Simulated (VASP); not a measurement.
# BN (Qingsongite): input slips in a phonon run and what they do, part 2 of 2

Some phonon runs on BN (Qingsongite) get a fault in the input on purpose. Which of them show, and how? The starting structure is a measured crystal structure from the Crystallography Open Database.

VASP 6.6.1.

Results so far: reference T2 1067.2 cm⁻¹.

**3. Modes with finite displacements, else as the reference**

Level of this step: LDA; plane waves and PAW (N, B) (VASP).

Against step 2 the input has IBRION = 6, NFREE = 2, POTIM = 0.015 and no LEPSILON (also changed: NSW).

Contents of INCAR:

```
SYSTEM = BN
PREC = Accurate
ENCUT = 520
EDIFF = 1E-08
NELM = 100
ISMEAR = 0
SIGMA = 0.03
LREAL = .FALSE.
ALGO = Normal
GGA = CA
NBANDS = 10
LORBIT = 11
LWAVE = .FALSE.
LCHARG = .FALSE.
KPAR = 2
IBRION = 6
NFREE = 2
POTIM = 0.015
NSW = 1
ISIF = 2
```

Contents of POSCAR:

```
BN
1.0
    0.0000000000      1.7917290351      1.7917290351
    1.7917290351      0.0000000000      1.7917290351
    1.7917290351      1.7917290351      0.0000000000
N B
1 1
Direct
    0.7500000000      0.7500000000      0.7500000000
    0.0000000000      0.0000000000      0.0000000000
```

Contents of KPOINTS:

```
Automatic mesh
0
Gamma
14 14 14
0 0 0
```

PAW data sets: N and B (LDA family, release 64).

The run is started by

```
$ mpirun -np 2 vasp_std
```

Output:

```text
[... set-up lines as in an earlier step ...]
 entering main loop
       N       E                     dE             d eps       ncg     rms          rms(c)
[... 13 cycles as in an earlier step ...]
   1 F= -.19413939E+02 E0= -.19413939E+02  d E =-.800194E-17
[...]
2 F= -.19411066E+02 E0= -.19411066E+02  d E =-.234386E-22
[...]
3 F= -.19411066E+02 E0= -.19411066E+02  d E =-.234765E-22
[...]
4 F= -.19411065E+02 E0= -.19411065E+02  d E =-.233954E-22
[...]
5 F= -.19411065E+02 E0= -.19411065E+02  d E =-.233141E-22
 Finite differences progress:
  Degree of freedom:   2/  2
  Displacement:        2/  2
  Total:               4/  4
```

Run time: 38 s. Hardware: 2 MPI ranks of Intel Xeon 6975P-C (Granite Rapids), shared host; peak memory 0.37 GiB.

OUTCAR, selected parts (step 3):

```text
  Total        0.0033932      0.0062442      0.0062442      0.0000000      0.0426529      0.0000000
  in kB        0.4725737      0.8696454      0.8696454      0.0000000      5.9403548      0.0000000
  external PRESSURE =       0.7372881 kB  Pullay stress =       0.0000000 kB

 POSITION                                       TOTAL-FORCE (eV/Angst)
 -----------------------------------------------------------------------------------
      2.68759      2.68759      2.68759        -0.383135     -0.000000     -0.000000
     -0.01500      0.00000      0.00000         0.383135      0.000000      0.000000
 -----------------------------------------------------------------------------------
    total drift:                                0.000122      0.000001      0.000001

  FREE ENERGIE OF THE ION-ELECTRON SYSTEM (eV)
  ---------------------------------------------------
  free  energy   TOTEN  =       -19.4110646236 eV

  energy  without entropy=      -19.4110646236  energy(sigma->0) =      -19.41106462

[... 2 parts as in an earlier step ...]

[... 1 further part left out ...]
[key lines of the parts left out:]
E-fermi :   8.0481
```

The last energy, forces and stress in OUTCAR belong to the last displaced cell, not to that of POSCAR.

With finite displacements, else as the reference the mode is T2 1067.0 cm⁻¹, -0.2 cm⁻¹ from the reference.

**4. Modes with perturbation theory asked for with a meta-GGA**

A slip made on purpose: perturbation theory asked for with a meta-GGA. Against step 2 the input has METAGGA = R2SCAN, LASPH = .TRUE. and no GGA (also changed: NELM).

Contents of INCAR:

```
SYSTEM = BN
PREC = Accurate
ENCUT = 520
EDIFF = 1E-08
NELM = 60
ISMEAR = 0
SIGMA = 0.03
LREAL = .FALSE.
ALGO = Normal
NBANDS = 10
LORBIT = 11
LWAVE = .FALSE.
LCHARG = .FALSE.
KPAR = 2
IBRION = 8
LEPSILON = .TRUE.
ISIF = 2
METAGGA = R2SCAN
LASPH = .TRUE.
```

POSCAR is that of step 3.

KPOINTS is that of step 3.

The run is started by

```
$ mpirun -np 2 vasp_std
```

Output:

```text
[banner, memory and clock lines left out]
running    2 mpi-ranks, on    1 nodes
[...]
|                                                                             |
|               ----> ADVICE to this user running VASP <----                  |
|                                                                             |
|     You enforced a specific xc type in the INCAR file but a different       |
|     [... a line on the potential file left out ...]
|     I HOPE YOU KNOW WHAT YOU ARE DOING!                                     |
|                                                                             |

 LDA part: xc-table for (None), standard interpolation
 POSCAR, INCAR and KPOINTS ok, starting setup
[...]
entering main loop
       N       E                     dE             d eps       ncg     rms          rms(c)
DAV:   1    -0.119906256711E+02   -0.11991E+02   -0.50799E+03  2104   0.804E+02
DAV:   2    -0.401281001931E+02   -0.28137E+02   -0.27007E+02  2500   0.160E+02
[...]
1 F= -.37251383E+02 E0= -.37251383E+02  d E =-.470087E-37
|                                                                             |
|     EEEEEEE  RRRRRR   RRRRRR   OOOOOOO  RRRRRR      ###     ###     ###     |
|     E        R     R  R     R  O     O  R     R     ###     ###     ###     |
|     E        R     R  R     R  O     O  R     R     ###     ###     ###     |
|     EEEEE    RRRRRR   RRRRRR   O     O  RRRRRR       #       #       #      |
|     E        R   R    R   R    O     O  R   R                               |
|     E        R    R   R    R   O     O  R    R      ###     ###     ###     |
|     EEEEEEE  R     R  R     R  OOOOOOO  R     R     ###     ###     ###     |
|                                                                             |
|     You have switched on METAGGA and linear-response routines. This         |
|     combination is currently not supported. If you have selected            |
|     LEPSILON=.TRUE., you can try using LCALCEPS=.TRUE. instead. In all      |
|     other cases, VASP will stop. SOOO sorry...                              |
|                                                                             |
|       ---->  I REFUSE TO CONTINUE WITH THIS SICK JOB ... BYE!!! <----       |
|                                                                             |

1
1
```

Run time: 25 s. Hardware: 2 MPI ranks.

VASP stopped with this message: “You have switched on METAGGA and linear-response routines. This combination is currently not supported. If you have selected LEPSILON=.TRUE., you can try using LCALCEPS=.TRUE. instead”.

**5. Modes with a structure that was not relaxed**

A slip made on purpose: a structure that was not relaxed. Against step 2 the input has another starting structure (also changed: NELM).

Edit INCAR of step 4 so:

```diff
@@ -9,2 +9,3 @@
 ALGO = Normal
+GGA = CA
 NBANDS = 10
@@ -17,3 +18 @@
 ISIF = 2
-METAGGA = R2SCAN
-LASPH = .TRUE.
```

Contents of POSCAR:

```
BN
1.0
    0.0000000000      1.8075000000      1.8075000000
    1.8075000000      0.0000000000      1.8075000000
    1.8075000000      1.8075000000      0.0000000000
N B
1 1
Direct
    0.7500000000      0.7500000000      0.7500000000
    0.0000000000      0.0000000000      0.0000000000
```

KPOINTS is that of step 4.

The run is started by

```
$ mpirun -np 2 vasp_std
```

Output:

```text
[... set-up lines as in an earlier step ...]
 entering main loop
       N       E                     dE             d eps       ncg     rms          rms(c)
DAV:   1     0.712332160551E+01    0.71233E+01   -0.49792E+03  2160   0.785E+02
DAV:   2    -0.201141006709E+02   -0.27237E+02   -0.26318E+02  2530   0.155E+02
DAV:   3    -0.205344303079E+02   -0.42033E+00   -0.41958E+00  2418   0.166E+01
DAV:   4    -0.205349324926E+02   -0.50218E-03   -0.50217E-03  2260   0.685E-01
[...]
DAV:  11    -0.194045531413E+02   -0.49505E-06   -0.18268E-06  2322   0.963E-03    0.625E-03
DAV:  12    -0.194045530697E+02    0.71572E-07   -0.52493E-07  2286   0.446E-03    0.215E-04
DAV:  13    -0.194045530708E+02   -0.10600E-08   -0.84071E-09  1322   0.916E-04
   1 F= -.19404553E+02 E0= -.19404553E+02  d E =-.570671E-23
 Linear response reoptimize wavefunctions to high precision
DAV:   1    -0.194045530708E+02   -0.78899E-10   -0.20056E-10  1406   0.165E-04
 Linear response G [H, r] |phi>, progress :
  Direction:   1
       N       E                     dE             d eps       ncg     rms
[...]
RMM:  11    -0.226592497575E+00   -0.13665E-08   -0.11614E-07  9821   0.110E-05    0.203E-08
 first order change of Fermi-energy   0.15018E-03
 force on displaced ion       1 direction 1 : -23.951   0.000   0.000
 Born effective charge ion    1 direction 1 :  -1.886   0.000   0.000
 Linear response progress:
  Degree of freedom:   2/  2
       N       E                     dE             d eps       ncg     rms          rms(c)
RMM:   1    -0.411506926920E-01   -0.41151E-01   -0.23511E-02 21787   0.133E+00
RMM:   2    -0.357788783033E-01    0.53718E-02    0.39880E-04 13160   0.238E-01    0.142E-01
RMM:   3    -0.358325817243E-01   -0.53703E-04    0.11748E-04 13686   0.739E-02    0.798E-02
RMM:   4    -0.361064872632E-01   -0.27391E-03    0.13196E-05 13705   0.844E-02    0.743E-03
[...]
RMM:   9    -0.361050822315E-01    0.49093E-07    0.16550E-07 14601   0.124E-05    0.883E-07
RMM:  10    -0.361050796741E-01    0.25573E-08    0.18341E-07  9543   0.549E-06    0.330E-07
RMM:  11    -0.361050809240E-01   -0.12499E-08    0.16013E-07  7809   0.551E-06    0.109E-08
 first order change of Fermi-energy  -0.51172E-05
 force on displaced ion       2 direction 1 : -23.951   0.000   0.000
 Born effective charge ion    2 direction 1 :   1.887   0.000   0.000
 Born effective charges drift removed
 Linear response finished
```

Run time: 81 s. Hardware: 2 MPI ranks; peak memory 0.44 GiB; 2.7 min of CPU time.

From OUTCAR (step 5):

```text
  Total       -0.7440383     -0.7440383     -0.7440383      0.0000000      0.0000000     -0.0000000
  in kB     -100.9348021   -100.9348021   -100.9348021      0.0000000      0.0000000     -0.0000000
  external PRESSURE =    -100.9348021 kB  Pullay stress =       0.0000000 kB

 POSITION                                       TOTAL-FORCE (eV/Angst)
 -----------------------------------------------------------------------------------
      2.71125      2.71125      2.71125         0.000000      0.000000      0.000000
      0.00000      0.00000      0.00000        -0.000000     -0.000000     -0.000000
 -----------------------------------------------------------------------------------
    total drift:                                0.000000      0.000000      0.000000

 MACROSCOPIC STATIC DIELECTRIC TENSOR (including local field effects in DFT)
 ------------------------------------------------------
           4.590413    -0.000000     0.000000
           0.000000     4.590413    -0.000000
          -0.000000     0.000000     4.590413
 ------------------------------------------------------

 MACROSCOPIC STATIC DIELECTRIC TENSOR IONIC CONTRIBUTION
 ------------------------------------------------------
           2.276857     0.000000    -0.000000
           0.000000     2.276857    -0.000000
          -0.000000    -0.000000     2.276857
 ------------------------------------------------------

[... 1 part as in an earlier step ...]

[... 1 further part left out ...]
```

With a structure that was not relaxed the mode is T2 1033.3 cm⁻¹, -33.9 cm⁻¹ from the reference.

**6. Modes with a displacement typed far too large**

A slip made on purpose: a displacement typed far too large. Against step 2 the input has IBRION = 6, NFREE = 2, POTIM = 0.25 and no LEPSILON (also changed: NELM and NSW).

Edit INCAR of step 5 so:

```diff
@@ -15,4 +15,6 @@
 KPAR = 2
-IBRION = 8
-LEPSILON = .TRUE.
+IBRION = 6
+NFREE = 2
+POTIM = 0.25
+NSW = 1
 ISIF = 2
```

Contents of POSCAR:

```
BN
1.0
    0.0000000000      1.7917290351      1.7917290351
    1.7917290351      0.0000000000      1.7917290351
    1.7917290351      1.7917290351      0.0000000000
N B
1 1
Direct
    0.7500000000      0.7500000000      0.7500000000
    0.0000000000      0.0000000000      0.0000000000
```

KPOINTS is that of step 5.

The run is started by

```
$ mpirun -np 2 vasp_std
```

Output:

```text
[... set-up lines as in an earlier step ...]
 entering main loop
       N       E                     dE             d eps       ncg     rms          rms(c)
[... 13 cycles as in an earlier step ...]
   1 F= -.19413939E+02 E0= -.19413939E+02  d E =-.800194E-17
[...]
2 F= -.19411066E+02 E0= -.19411066E+02  d E =-.234386E-22
[...]
3 F= -.19411066E+02 E0= -.19411066E+02  d E =-.234765E-22
[...]
4 F= -.19411065E+02 E0= -.19411065E+02  d E =-.233954E-22
[...]
5 F= -.19411065E+02 E0= -.19411065E+02  d E =-.233141E-22
 Finite differences progress:
  Degree of freedom:   2/  2
  Displacement:        2/  2
  Total:               4/  4
```

The job ended after 38 s (2 MPI ranks; peak memory 0.37 GiB).

From OUTCAR (step 6):

```text
[... 6 parts as in an earlier step ...]

[... 1 further part left out ...]
[key lines of the parts left out:]
E-fermi :   8.0481
```

With a displacement typed far too large the mode is T2 1067.0 cm⁻¹, as with finite displacements, else as the reference.

**7. Modes with a k mesh far too coarse**

A slip made on purpose: a k mesh far too coarse. Against step 2 the input has a 2×2×2 mesh (also changed: NELM and KPAR).

Edit INCAR of step 6 so:

```diff
@@ -14,7 +14,4 @@
 LCHARG = .FALSE.
-KPAR = 2
-IBRION = 6
-NFREE = 2
-POTIM = 0.25
-NSW = 1
+IBRION = 8
+LEPSILON = .TRUE.
 ISIF = 2
```

POSCAR is that of step 6.

Contents of KPOINTS:

```
Automatic mesh
0
Gamma
2 2 2
0 0 0
```

The run is started by

```
$ mpirun -np 2 vasp_std
```

Output:

```text
[banner, memory and clock lines left out]
running    2 mpi-ranks, on    1 nodes
[...]
LDA part: xc-table for (Slater(with rela. corr.)+CA(PZ))
 , standard interpolation
 POSCAR, INCAR and KPOINTS ok, starting setup
[...]
entering main loop
       N       E                     dE             d eps       ncg     rms          rms(c)
DAV:   1     0.124151516802E+02    0.12415E+02   -0.53908E+03    68   0.788E+02
DAV:   2    -0.184475223940E+02   -0.30863E+02   -0.28958E+02    70   0.171E+02
DAV:   3    -0.187676681760E+02   -0.32015E+00   -0.32004E+00    70   0.151E+01
DAV:   4    -0.187679479175E+02   -0.27974E-03   -0.27974E-03    66   0.545E-01
[...]
DAV:  11    -0.169761687951E+02   -0.76639E-06   -0.14695E-06    66   0.973E-03    0.758E-03
DAV:  12    -0.169761687644E+02    0.30771E-07   -0.36869E-07    64   0.386E-03    0.238E-04
DAV:  13    -0.169761687662E+02   -0.18632E-08   -0.34409E-09    36   0.654E-04
   1 F= -.16976169E+02 E0= -.16976169E+02  d E =-.205297E-19
[...]
RMM:  11    -0.238005675719E+00    0.18344E-08    0.20719E-06   128   0.790E-05    0.775E-08
 first order change of Fermi-energy  -0.68449E-06
 force on displaced ion       1 direction 1 : -28.623   0.000   0.000
 Born effective charge ion    1 direction 1 :  -5.414   0.000   0.000
 Linear response progress:
  Degree of freedom:   2/  2
       N       E                     dE             d eps       ncg     rms          rms(c)
RMM:   1    -0.419509452420E-01   -0.41951E-01   -0.15846E-02   231   0.134E+00
RMM:   2    -0.382155196706E-01    0.37354E-02   -0.11672E-03   154   0.193E-01    0.160E-01
RMM:   3    -0.380547195701E-01    0.16080E-03   -0.44182E-04   153   0.871E-02    0.881E-02
RMM:   4    -0.383071999939E-01   -0.25248E-03   -0.44732E-04   159   0.943E-02    0.103E-02
[...]
RMM:   9    -0.382763021177E-01    0.57452E-07    0.11726E-05   168   0.522E-05    0.101E-06
RMM:  10    -0.382762885246E-01    0.13593E-07    0.11906E-05   145   0.480E-05    0.380E-07
RMM:  11    -0.382762312708E-01    0.57254E-07    0.12622E-05   100   0.475E-05    0.718E-08
 first order change of Fermi-energy   0.12892E-06
 force on displaced ion       2 direction 1 : -28.633   0.000   0.000
 Born effective charge ion    2 direction 1 :   1.393   0.000   0.000
 Born effective charges drift removed
 Linear response finished
```

It took 4.2 s on 2 MPI ranks; peak memory 0.21 GiB; 6.9 s of CPU time.

From OUTCAR (step 7):

```text
  Total        1.7128317      1.7128317      1.7128317      0.0000000      0.0000000     -0.0000000
  in kB      238.5493818    238.5493818    238.5493818      0.0000000      0.0000000     -0.0000000
  external PRESSURE =     238.5493818 kB  Pullay stress =       0.0000000 kB

 POSITION                                       TOTAL-FORCE (eV/Angst)
 -----------------------------------------------------------------------------------
      2.68759      2.68759      2.68759        -0.000000     -0.000000      0.000000
      0.00000      0.00000      0.00000         0.000000      0.000000     -0.000000
 -----------------------------------------------------------------------------------
    total drift:                                0.000000      0.000000      0.000000

 MACROSCOPIC STATIC DIELECTRIC TENSOR (including local field effects in DFT)
 ------------------------------------------------------
           9.470364    -0.000000    -0.000000
          -0.000000     9.470364     0.000000
           0.000000     0.000000     9.470364
 ------------------------------------------------------

 MACROSCOPIC STATIC DIELECTRIC TENSOR IONIC CONTRIBUTION
 ------------------------------------------------------
           6.364078    -0.000000    -0.000000
          -0.000000     6.364078    -0.000000
          -0.000000    -0.000000     6.364078
 ------------------------------------------------------

[... 1 part as in an earlier step ...]

[... 1 further part left out ...]
```

With a k mesh far too coarse the mode is T2 1129.7 cm⁻¹, +62.5 cm⁻¹ from the reference.

**8. Comparison**

```tsv
run	ended	T2	method	core minutes
reference	converged	1067.2	perturbation theory	3.1
finite displacements, else as the reference	converged	1067.0	finite displacements	1.27
perturbation theory asked for with a meta-GGA	stopped by VASP	-	perturbation theory	0.833
a structure that was not relaxed	converged	1033.3	perturbation theory	2.7
a displacement typed far too large	converged	1067.0	finite displacements	1.27
a k mesh far too coarse	converged	1129.7	perturbation theory	0.14
```

Modes are in cm⁻¹, degenerate ones as one, matched between runs by symmetry and order. A number in brackets counts the listed modes of one symmetry from the lowest. The symmetry labels come from an automatic analysis and can be wrong where levels nearly coincide. Core minutes are wall time times ranks of the run shown, on a shared host.

**9. Summary of results**

| Property | Result |
| --- | --- |
| T2, reference | 1067.2 cm⁻¹ |
| T2, finite displacements, else as the reference | 1067.0 cm⁻¹ |
| T2, a structure that was not relaxed | 1033.3 cm⁻¹ |
| T2, a displacement typed far too large | 1067.0 cm⁻¹ |
| T2, a k mesh far too coarse | 1129.7 cm⁻¹ |
| run with perturbation theory asked for with a meta-GGA | stopped by VASP |

**Reading.** VASP stopped by itself in the run with perturbation theory asked for with a meta-GGA. Finished, but with signs in the output that stand out against the reference: a structure that was not relaxed, with modes off by up to -34 cm⁻¹, in T2 (signs: a pressure of -10.1 GPa on the undisplaced cell); a k mesh far too coarse, with modes off by up to +62 cm⁻¹, in T2 (signs: a pressure of 23.9 GPa on the undisplaced cell). The displacement typed far too large never took effect: VASP put its default in its place. Runs with finite displacements are held against the sound run of that kind. The dielectric constants and Born charges in the logs aren't compared here; at a small gap they can be far off, and in a run without a gap they mean nothing. The frequencies are harmonic, and the splitting of polar modes by their long-range field is left out. Further runs on this material are not shown.

[Lines on the potential files, build, host, timing and source positions are cut from VASP's logs without a mark.]

[Logs are printed without paths, hosts, clocks, repeated set-up lines and the standing remarks that a program may print on its own settings, such as how far it seeks lower states.]

[Hosts, paths, dates, database ids (printed as entryN), source tags and the programs' standing remarks are cut or masked in the printed files.]
